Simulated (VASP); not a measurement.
Write the native input for VASP 6.6.1 that does the following.

| Item | Value |
| --- | --- |
| Task | G0W0 quasiparticle levels |
| Functional | LDA |
| Potentials or basis | VASP PAW LDA potentials, release 64 (N_GW, B_GW) |
| Cutoff | 450 eV |
| k mesh | 6 × 6 × 2 |
| Occupations | gaussian, width 0.01 eV |
| Spin | no spin polarisation |
| GW scheme | G0W0 |
| GW iterations | 1 |
| Cutoff of the response function | 120 |
| Frequency points | 50 |
| Empty bands | 107 |
| Further INCAR settings | ALGO = EVGW0; EDIFF = 1e-08; NBANDS = 115 |

The system is BN.

```xyz
4
Lattice="2.4982 0.0000 0.0000 -1.2491 2.1635 0.0000 0.0000 0.0000 6.6357" Properties=species:S:1:pos:R:3 pbc="T T T"
N     1.2491    0.7212    1.6589
N     0.0000    1.4424    4.9768
B     1.2491    0.7212    4.9768
B     0.0000    1.4424    1.6589
```

These files were run (other wordings do the same):

POSCAR

```
BN
1.0
    2.4982400000      0.0000000000      0.0000000000
   -1.2491200000      2.1635393048      0.0000000000
    0.0000000000      0.0000000000      6.6357000000
N B
2 2
Direct
    0.6666666667      0.3333333333      0.2500000000
    0.3333333333      0.6666666667      0.7500000000
    0.6666666667      0.3333333333      0.7500000000
    0.3333333333      0.6666666667      0.2500000000
```

INCAR.step1

```
SYSTEM = BN
ALGO     = Fast           ! electronic algorithm
EDIFF    = 1E-8           ! SCF threshold, eV
ENCUT    = 450            ! plane-wave cutoff, eV
GGA      = CA             ! functional
ISMEAR   = 0              ! smearing method
LASPH    = .TRUE.         ! aspherical terms in the spheres
LCHARG   = .FALSE.        ! write CHGCAR
LREAL    = .FALSE.        ! projectors in reciprocal space
LWAVE    = .TRUE.         ! write WAVECAR
NELM     = 80             ! most SCF steps
PREC     = Accurate       ! precision mode
SIGMA    = 0.01           ! smearing width, eV
```

INCAR.step2

```
SYSTEM = BN
ALGO     = Exact          ! electronic algorithm
EDIFF    = 1E-8           ! SCF threshold, eV
ENCUT    = 450            ! plane-wave cutoff, eV
GGA      = CA             ! functional
ISMEAR   = 0              ! smearing method
ISTART   = 1            
LASPH    = .TRUE.         ! aspherical terms in the spheres
LCHARG   = .FALSE.        ! write CHGCAR
LOPTICS  = .TRUE.         ! frequency-dependent dielectric function
LREAL    = .FALSE.        ! projectors in reciprocal space
LWAVE    = .TRUE.         ! write WAVECAR
NBANDS   = 115            ! bands
NELM     = 1              ! most SCF steps
PREC     = Accurate       ! precision mode
SIGMA    = 0.01           ! smearing width, eV
```

INCAR.step3

```
SYSTEM = BN
ALGO     = EVGW0          ! electronic algorithm
EDIFF    = 1E-8           ! SCF threshold, eV
ENCUT    = 450            ! plane-wave cutoff, eV
ENCUTGW  = 120            ! cutoff of the response function
GGA      = CA             ! functional
ISMEAR   = 0              ! smearing method
ISTART   = 1            
LASPH    = .TRUE.         ! aspherical terms in the spheres
LCHARG   = .FALSE.        ! write CHGCAR
LREAL    = .FALSE.        ! projectors in reciprocal space
LWAVE    = .FALSE.        ! write WAVECAR
NBANDS   = 115            ! bands
NBANDSGW = 16           
NELMGW   = 1            
NOMEGA   = 50             ! frequency points
PREC     = Accurate       ! precision mode
PRECFOCK = Fast         
SIGMA    = 0.01           ! smearing width, eV
```

KPOINTS

```
k-points
0
G
  6 6 2
  0 0 0
```

Potentials or basis: VASP PAW LDA potentials, release 64 (N_GW, B_GW).

Command:

```sh
$ cat potpaw_LDA.64/N_GW/POTCAR potpaw_LDA.64/B_GW/POTCAR > POTCAR
$ cp INCAR.step1 INCAR
$ mpirun -np 1 vasp_std > vasp.out
$ cp INCAR.step2 INCAR
$ mpirun -np 1 vasp_std > vasp.out
$ cp INCAR.step3 INCAR
$ mpirun -np 1 vasp_std > vasp.out
```

Results of the run:

* Band gap on the k mesh, mean-field level: 4.09 eV, indirect (least direct gap 4.52 eV)
* Quasiparticle gap: 5.74 eV
* Least direct quasiparticle gap: 6.22 eV

Caveat: the k mesh is coarse (spacing up to 0.48 Å⁻¹), so the values aren't converged; bands, screening cutoff and mesh are small and nothing is extrapolated, so the quasiparticle values aren't converged.

Wall time 2.6 min on 1 thread of Intel(R) Xeon(R) Platinum 8488C (Sapphire Rapids), with other jobs on the host, peak memory 0.34 GiB.
